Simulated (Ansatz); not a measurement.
# TaN (P6_3/mmc) in Ansatz: relaxation of cell and atoms with RPBE

Aim: the relaxation of cell and atoms of TaN with RPBE.

Program: Ansatz 0.2.0. These are calculated values, not measurements. Logs are shortened: lines on timing, memory, paths and dates and some standing lists are left out, and cuts for length are marked.

## 1. The crystal as given

The structure is hexagonal, space group P6_3/mmc (No. 194). Conventional cell: a = 2.922 Å, b = 2.922 Å, c = 5.917 Å, α = 90.00°, β = 90.00°, γ = 120.00°. Around Ta (site symmetry -3m) lie 6 N at 2.24 Å. N (site symmetry -6m2) has 6 Ta at 2.24 Å as nearest neighbours.

The cell comes from a database or a generator and needn't be the stable form of this composition.

## 2. Relaxation of cell and atoms, RPBE

Contents of input.yaml:

```yaml
crystal:
  lattice:
    - [2.9217699809, 0.0, 0.0]
    - [-1.4608849905, 2.5303270275, 0.0]
    - [0.0, 0.0, 5.916515]
  atoms:
    - { symbol: Ta, position: [0.0, 0.0, 0.5] }
    - { symbol: Ta, position: [0.0, 0.0, 0.0] }
    - { symbol: "N", position: [0.3333333333, 0.6666666667, 0.25] }
    - { symbol: "N", position: [0.6666666667, 0.3333333333, 0.75] }
hamiltonian:
  xc: rpbe
  pseudopotentials: { kind: paw }
kpoints:
  mp_grid: { grid: [10, 10, 5] }
scf:
  occupations: { method: fermi_dirac, width: 0.05 }
output:
  forces: true
  stress: true
  eigenvalues: true
relax:
  f_tol: 0.01
  max_steps: 40
  cell: { stress_tol: 0.05 }
```

Potentials or basis: Ansatz PAW.

On the command line:

```console
$ ansatz run input.yaml --threads 2 --pin off --max-ram 5632MiB --backend cpu --events-out ev --progress --plain --runs-dir out
```

Standard output:

```text
Warning: RAYON_NUM_THREADS=2 ignored (pool sized by the plan → 2); use --threads N
Engine: ansatz 0.2.0, aarch64-unknown-linux-gnu
Pseudopotentials: kind: paw
Pseudopotential: Ta, paw, valence charge 13, recommended cutoff 420 eV (normal), Ta.paw.azcp
Pseudopotential: N, paw, valence charge 5, recommended cutoff 420 eV (normal), N.paw.azcp
Functional definition: RPBE
  parameter kappa = 0.804
  parameter beta = 0.06672455060314922
  exchange = rpbe_x(kappa = kappa, mu = beta*pi^2/3)
  correlation = pbe_c(beta = beta)
Crystal: 4 atoms, lattice volume = 43.741 Å³
Basis set: ecut = 420 eV, 847 PW (Γ), exchange–correlation on 40×40×80 points (8 copies of the dense FFT grid, shifted against one another)
Bands: 22, of which v1, the nominal top of the filled ones, is band 18 counted from 1 (17 counted from 0)
Symmetry: 24 space group operations
Space group: P63/mmc (ITA 194), of the structure as read, at distance tolerance 3.5e-5 Å
k-points: 42 of 500
Non-local potential: Ta, projectors of the file, l = 0: 3, l = 1: 2, l = 2: 2, l = 3: 1
Non-local potential: N, projectors of the file, l = 0: 2, l = 1: 2, l = 2: 1
PAW form: soft (Blöchl's): semilocal exchange-correlation on the pseudo side does not see the compensation charge
PAW frozen core: Ta, regenerated for the run's functional, and the local potential with it (the file was generated under x = pbe(κ = 0.804, μ = 0.2195149727645171), c = pbe(β = 0.06672455060314922))
PAW frozen core: N, regenerated for the run's functional, and the local potential with it (the file was generated under x = pbe(κ = 0.804, μ = 0.2195149727645171), c = pbe(β = 0.06672455060314922))
PAW one-centre angular grid: Ta, 590 points (default); XC on 64 Gauss nodes
PAW one-centre angular grid: N, 110 points (default); XC on 64 Gauss nodes
Initial density: superposition of atomic densities (neutral atoms: chi_scale 0, normalization atom), corrected by the library's trained network
Initial wavefunctions: pseudopotential atomic-orbital guess
Functional: x = rpbe, c = pbe(β = 0.06672455060314922)
SCF iter   1: F=—  HF=-20664.064876 eV  |F-HF|=—  |Δ(HF+E_count)|=         —  Δρ=7.91e-3  dr2=1.64e-2  ethr=1.77e-3  ⟨swp⟩=5.8  Hψ=4252  notcnv=0
preconditioner: auto → Kerker (q_TF=auto, 2.641 Å⁻¹)  [metal: Δε(μ)=0.055 eV  Ē_g=9.393 eV  σ=0.050 eV  W_gap=0.27  n_scr=10 (ndim 8)  ℏωp=25.1 eV  f_vac=0.000  D(μ)=1.25/eV (n_scr^D=4)]
SCF iter   2: F=—  HF=-20664.062919 eV  |F-HF|=—  |Δ(HF+E_count)|=   1.96e-3  Δρ=4.46e-3  dr2=6.47e-3  ethr=4.54e-5  ⟨swp⟩=1.1  Hψ=1267  notcnv=0
SCF iter   3: F=—  HF=-20664.061792 eV  |F-HF|=—  |Δ(HF+E_count)|=   1.13e-3  Δρ=1.41e-3  dr2=7.27e-4  ethr=1.80e-5  ⟨swp⟩=2.2  Hψ=1277  notcnv=0
SCF iter   4: F=—  HF=-20664.061611 eV  |F-HF|=—  |Δ(HF+E_count)|=   1.81e-4  Δρ=3.65e-4  dr2=4.13e-5  ethr=2.02e-6  ⟨swp⟩=2.0  Hψ=1324  notcnv=0
SCF iter   5: F=—  HF=-20664.061596 eV  |F-HF|=—  |Δ(HF+E_count)|=   1.48e-5  Δρ=6.70e-5  dr2=1.38e-6  ethr=1.15e-7  ⟨swp⟩=2.2  Hψ=1519  notcnv=0
SCF iter   6: F=—  HF=-20664.061597 eV  |F-HF|=—  |Δ(HF+E_count)|=   9.18e-7  Δρ=1.71e-5  dr2=1.01e-7  ethr=3.84e-9  ⟨swp⟩=2.0  Hψ=1288  notcnv=0
SCF iter   7: F=-20664.061597 eV  HF=-20664.061597 eV  |F-HF|=1.67e-9  |Δ(HF+E_count)|=   1.26e-7  Δρ=2.37e-6  dr2=1.40e-9  ethr=2.78e-10  ⟨swp⟩=4.2  Hψ=3086  notcnv=0
SCF 1 converged in 7 iterations: F = -20664.061597 eV  dr2 = 1.40e-9
relax step   1: F+E_penalty+E_count = -20664.06159680 eV  Δ(F+E_penalty+E_count) = +0.000e0 eV  max|allowed force component| = 1.758e-16 eV/Å  Δτ_max = 0.0000 Å  P = +3.587 GPa  Ω = 43.741 Å³  (7 SCF iters, dr2 threshold 1.00e-7 eV, accepted)
Crystal: 4 atoms, lattice volume = 44.503 Å³
Basis set: ecut = 420 eV, 859 PW (Γ), exchange–correlation on 40×40×80 points (8 copies of the dense FFT grid, shifted against one another)
Initial density: handed on by an earlier stage of this run
Initial wavefunctions: those handed on with the density
iter 1 solved again at ethr=5.03e-6 eV; its pass at ethr=3.10e-3 eV (dr2=1.81e-3 eV) is discarded
SCF iter   1: F=—  HF=-20664.063624 eV  |F-HF|=—  |Δ(HF+E_count)|=         —  Δρ=2.14e-3  dr2=1.90e-3  ethr=5.03e-6  ⟨swp⟩=1.8  Hψ=5661  notcnv=0
preconditioner: auto → Kerker (q_TF=auto, 2.634 Å⁻¹)  [metal: Δε(μ)=0.041 eV  Ē_g=9.251 eV  σ=0.050 eV  W_gap=0.20  n_scr=10 (ndim 8)  ℏωp=24.9 eV  f_vac=0.000  D(μ)=1.23/eV (n_scr^D=4)]
SCF iter   2: F=—  HF=-20664.063245 eV  |F-HF|=—  |Δ(HF+E_count)|=   3.79e-4  Δρ=6.33e-4  dr2=1.98e-4  ethr=5.03e-6  ⟨swp⟩=2.0  Hψ=1288  notcnv=0
SCF iter   3: F=—  HF=-20664.063186 eV  |F-HF|=—  |Δ(HF+E_count)|=   5.84e-5  Δρ=3.50e-4  dr2=6.74e-5  ethr=5.51e-7  ⟨swp⟩=1.0  Hψ=945  notcnv=0
SCF iter   4: F=—  HF=-20664.063177 eV  |F-HF|=—  |Δ(HF+E_count)|=   8.81e-6  Δρ=7.46e-5  dr2=2.65e-6  ethr=1.87e-7  ⟨swp⟩=2.6  Hψ=1529  notcnv=0
SCF iter   5: F=-20664.063178 eV  HF=-20664.063178 eV  |F-HF|=2.66e-8  |Δ(HF+E_count)|=   1.00e-6  Δρ=1.26e-5  dr2=3.91e-8  ethr=1.11e-9  ⟨swp⟩=6.3  Hψ=3983  notcnv=0
SCF 2 converged in 5 iterations: F = -20664.063178 eV  dr2 = 3.91e-8
[... 23 lines left out ...]
preconditioner: auto → Kerker (q_TF=auto, 2.636 Å⁻¹)  [metal: Δε(μ)=0.038 eV  Ē_g=9.300 eV  σ=0.050 eV  W_gap=0.19  n_scr=10 (ndim 8)  ℏωp=25.0 eV  f_vac=0.000  D(μ)=1.23/eV (n_scr^D=4)]
SCF iter   2: F=—  HF=-20664.065810 eV  |F-HF|=—  |Δ(HF+E_count)|=   3.52e-5  Δρ=2.26e-5  dr2=1.24e-7  ethr=1.53e-9  ⟨swp⟩=2.0  Hψ=1226  notcnv=0
SCF iter   3: F=-20664.065810 eV  HF=-20664.065810 eV  |F-HF|=7.28e-9  |Δ(HF+E_count)|=   2.27e-8  Δρ=7.51e-6  dr2=1.69e-8  ethr=1.26e-10  ⟨swp⟩=4.2  Hψ=3054  notcnv=0
SCF 5 converged in 3 iterations: F = -20664.065810 eV  dr2 = 1.69e-8
relax step   5: F+E_penalty+E_count = -20664.06581045 eV  Δ(F+E_penalty+E_count) = +1.414e-5 eV  max|allowed force component| = 2.544e-16 eV/Å  Δτ_max = 0.0000 Å  P = -0.001 GPa  Ω = 44.224 Å³  energy of the carried Pulay correction = -1.196e-3 eV  (3 SCF iters, dr2 threshold 4.55e-8 eV, accepted)
Initial wavefunctions: pseudopotential atomic-orbital guess (no wavefunctions were taken with the density)
iter 1 solved again at ethr=1.34e-8 eV; its pass at ethr=3.10e-3 eV (dr2=4.83e-6 eV) is discarded
SCF iter   1: F=—  HF=-20664.067074 eV  |F-HF|=—  |Δ(HF+E_count)|=         —  Δρ=1.39e-4  dr2=3.45e-7  ethr=1.34e-8  ⟨swp⟩=4.0  Hψ=7197  notcnv=0
preconditioner: auto → Kerker (q_TF=auto, 2.636 Å⁻¹)  [metal: Δε(μ)=0.039 eV  Ē_g=9.300 eV  σ=0.050 eV  W_gap=0.19  n_scr=10 (ndim 8)  ℏωp=25.0 eV  f_vac=0.000  D(μ)=1.23/eV (n_scr^D=4)]
SCF iter   2: F=—  HF=-20664.067061 eV  |F-HF|=—  |Δ(HF+E_count)|=   1.26e-5  Δρ=7.09e-5  dr2=8.80e-8  ethr=9.59e-10  ⟨swp⟩=2.0  Hψ=1289  notcnv=0
SCF iter   3: F=—  HF=-20664.067068 eV  |F-HF|=—  |Δ(HF+E_count)|=   7.04e-6  Δρ=1.08e-5  dr2=5.66e-9  ethr=2.45e-10  ⟨swp⟩=2.1  Hψ=1307  notcnv=0
SCF iter   4: F=—  HF=-20664.067069 eV  |F-HF|=—  |Δ(HF+E_count)|=   1.34e-7  Δρ=1.26e-6  dr2=2.46e-10  ethr=1.57e-11  ⟨swp⟩=2.0  Hψ=1332  notcnv=0
SCF iter   5: F=-20664.067069 eV  HF=-20664.067069 eV  |F-HF|=7.28e-12  |Δ(HF+E_count)|=   1.21e-9  Δρ=1.70e-7  dr2=1.11e-11  ethr=1.00e-12  ⟨swp⟩=5.0  Hψ=3491  notcnv=0
SCF 6 converged in 5 iterations: F = -20664.067069 eV  dr2 = 1.11e-11
relax step   6: F+E_penalty+E_count = -20664.06706858 eV  Δ(F+E_penalty+E_count) = -1.258e-3 eV  max|allowed force component| = 2.128e-16 eV/Å  Δτ_max = 0.0000 Å  P = +0.042 GPa  Ω = 44.224 Å³  stress off target by 4.49e-2 GPa  SCF on the basis re-selected at this cell (its energy is not comparable with the rows above)  (5 SCF iters)
basis re-selected at this cell: Δ(F+E_penalty+E_count) = -1.258e-3 eV, ΔP = +0.043 GPa vs the last step (what re-selecting the basis moved, of the pressure what is left beyond the Pulay correction that the steps carried, after the strain that the cell walked since its last selection, with what the two solves' SCF thresholds leave and, on support functions, any second-order correction that the steps lacked; it is no measure of the basis error at this ecutwfc). This SCF's stress stands 4.49e-2 GPa from its target on what of the cell is left free (relax.cell.stress_tol is 5.00e-2 GPa) and its largest allowed force component is 2.13e-16 eV/Å (relax.f_tol is 1.00e-2 eV/Å): within both
SCF converged after 5 iterations
Free energy (F): -20664.067069 eV
Harris-Foulkes:  -20664.067069 eV  (|F-HF|=7.28e-12)
Internal energy: -20664.056890 eV  (E = F + TS)
E sigma→0 (E₀):  -20664.061979 eV
Entropy (-TS):   -0.010179 eV (-2.545 meV/atom)
Fermi energy:    19.812473 eV
--- Per-component energies (eV) ---
  E_band       = -117.734814
  E_kinetic    = 996.663255
  E_local      = -1232.230104  (includes V_loc(G=0)·N_el)
  E_nonlocal   = 116.387756
  E_hartree    = 413.526957
  E_xc         = -559.938760
  E_vxc        = -563.582961  (∫ρ·V_xc dr)
  E_paw        = -17074.959829  (= ΣΔE_a)
  E_vpaw       = -262.027191  (= ΣTr[D̂ρ^β])
  E_aug_tail   = 0.000463  (compensation charges beyond the density's cutoff)
  E_ewald      = -3323.414394
  E_core_change = -0.092234  (= ΣΔE_core)
  E_smearing   = -0.010179  (= −TS)
  E_closure    = 0.000000  (closes the sum)
  Σ components = -20664.067069   (vs F -20664.067069, Δ=0.00e0)
--- Forces (eV/Å), atoms counted from 1 ---
  atom   1  Ta     0.00000000    -0.00000000     0.00000000
  atom   2  Ta    -0.00000000    -0.00000000    -0.00000000
  atom   3  N      0.00000000    -0.00000000    -0.00000000
  atom   4  N     -0.00000000     0.00000000     0.00000000
  max |Σ_I F_I| component: 3.70e-17 eV/Å
--- Stress (GPa, compression-positive) ---
        0.040773       0.000000      -0.000000
        0.000000       0.040773      -0.000000
       -0.000000      -0.000000       0.044879
  P = ⅓ Tr σ = 0.0421 GPa (0.421 kbar)
--- Band table (eV; the first three rows and the last of 42) ---
  k-point 0: bands = ["-48.7335", "-48.6993", "-15.7916", "-15.0791", "-14.8275", "-14.8275", "-14.7700", "-14.7700", "2.2965", "4.5568", "10.6366", "15.0477", "15.0477", "15.5722", "16.3203", "17.8223", "17.8223", "19.5975", "19.5975", "20.3745", "20.3745", "22.0910"]
  k-point 1: bands = ["-48.7302", "-48.7025", "-15.7272", "-15.1512", "-14.8220", "-14.8220", "-14.7756", "-14.7756", "2.4769", "4.2798", "11.0382", "14.6510", "15.2048", "15.2048", "17.1630", "17.2554", "17.2554", "20.1448", "20.1448", "20.4800", "20.4800", "21.3954"]
  k-point 2: bands = ["-48.7217", "-48.7111", "-15.5554", "-15.3356", "-14.8077", "-14.8077", "-14.7900", "-14.7900", "2.9708", "3.6455", "12.0448", "13.3339", "15.6635", "15.6635", "16.3823", "16.3823", "18.4243", "19.9257", "20.7121", "20.7121", "20.7309", "20.7309"]
  k-point 41: bands = ["-48.6362", "-48.6262", "-15.5947", "-15.5597", "-15.4033", "-15.3725", "-15.3110", "-15.1275", "4.4786", "4.5732", "12.7695", "12.8934", "13.4873", "13.9324", "14.2588", "14.8592", "19.2402", "19.3476", "21.5871", "22.1453", "23.2100", "23.3934"]
--- Relaxed structure (5 steps of the walk, 5 accepted, 1 SCFs on fresh bases) ---
  F+E_penalty+E_count = -20664.06706858 eV   max|allowed force component| = 2.128e-16 eV/Å   (the final SCF, on the basis selected at the relaxed cell)
  cell:  # Å, volume = 44.2236 Å³
    - [2.9317559151835972, 2.896617095971826e-11, 4.0405498320964445e-30]
    - [-1.465877957616884, 2.538975100229808, 3.546427346952669e-19]
    - [-1.0995690073683257e-32, 8.292402668446099e-19, 5.941108513535456]
  atoms:
    - { symbol: Ta, position: [0.0, 0.0, 0.49999999999999994] }
    - { symbol: Ta, position: [2.241974275255794e-36, 1.1446813194390316e-35, -2.37753966056708e-37] }
    - { symbol: N, position: [0.3333333333333333, 0.6666666666666666, 0.24999999999999997] }
    - { symbol: N, position: [0.6666666666666667, 0.3333333333333333, 0.7499999999999999] }
```

Run time: 7.8 s. Hardware: 2 threads of Arm Neoverse V1, shared host; peak memory 0.34 GiB.

Results:

```yaml
Free_energy: -20664.0671 eV
Relaxed_volume: 11.06 Å³/atom
Relaxed_cell: a = 2.932 Å, b = 2.932 Å, c = 5.941 Å, α = 90.00°, β = 90.00°, γ = 120.00°
Space_group_after_relaxing_to_0.05_Å: P6_3/mmc (No. 194)
Energy_gained_by_relaxing: 1.4 meV/atom
Ionic_steps: 6
Pressure_after_relaxing: 0.0 GPa
Band_gap_on_the_k_mesh: none (metal or under the smearing width)
```

The path:
```tsv
step	energy change (eV)	largest force (eV/Å)	volume (Å³)
1	0.0000	0.0000	43.74
2	-0.0016	0.0000	44.50
3	-0.0039	0.0000	44.23
4	-0.0042	0.0000	44.22
5	-0.0042	0.0000	44.22
6	-0.0055	0.0000	44.22
```

Final structure:
```
CELL_PARAMETERS angstrom
2.93176 0.00000 0.00000
-1.46588 2.53898 0.00000
0.00000 0.00000 5.94111
ATOMIC_POSITIONS crystal
Ta 0.00000 0.00000 0.50000
Ta 0.00000 0.00000 0.00000
N 0.33333 0.66667 0.25000
N 0.66667 0.33333 0.75000
```

Levels at points of the mesh, in eV from the Fermi level:
| k point | band 14 | band 15 | band 16 | band 17 | band 18 | band 19 | band 20 | band 21 | band 22 |
| --- | --- | --- | --- | --- | --- | --- | --- | --- | --- |
| (0.00, 0.00, 0.00) | -4.24 | -3.49 | -1.99 | -1.99 | -0.22 | -0.22 | 0.56 | 0.56 | 2.28 |
| (0.00, -0.50, 0.00) | -5.33 | -4.16 | -3.64 | -2.80 | -2.09 | 2.81 | 3.83 | 4.74 | 5.03 |

Caveat: the plane-wave basis is chosen anew once the cell has moved, so the energies of steps on either side of that aren't comparable; the pressure holds a Pulay correction of +0.4 GPa for the finite cutoff; the PAW data sets come from PBE, with cores solved anew for the run's functional, which leaves a small shift of forces and pressure.
